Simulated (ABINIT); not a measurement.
Crystal: GaN.

```xyz
2
Lattice="0.0000 2.1352 2.1352 2.1352 0.0000 2.1352 2.1352 2.1352 0.0000" Properties=species:S:1:pos:R:3 pbc="T T T"
Ga    0.0000    0.0000    0.0000
N     2.1352    2.1352    2.1352
```

Measurements of this composition are mostly on another form, of space group No. 186.

Base run:

* Program: ABINIT 10.8.3 (patched build)
* Functional: PBE
* Potentials or basis: JTH PAW PBE v2.0
* Cutoff: 707 eV
* k mesh: 11 × 11 × 11
* Occupations: fermi-dirac, width 0.05 eV
* Spin: no spin polarisation

Its results: band gap on the k mesh 0.54 eV, indirect (least direct gap 2.37 eV); pressure -0.1 GPa.

After a change of settings the same cell gave: band gap on the k mesh 1.03 eV, indirect (least direct gap 2.88 eV); pressure -5.6 GPa. Which change was it?
A. functional from PBE to r2SCAN; cutoff from 707 eV to 844 eV; fine-grid cutoff from 1306.15 eV to 1442.2 eV
B. functional from PBE to LDA; potentials or basis from JTH PAW PBE v2.0 to JTH PAW LDA v2.0
C. functional from PBE to PBEsol

A.

Caveats: an odd mesh through Γ misses points on the zone boundary, where band edges often lie (some runs); the PAW data sets were made with another functional, which shifts forces and pressure a little (some runs); the mesh misses the band edges, which the band path finds closer together (some runs).
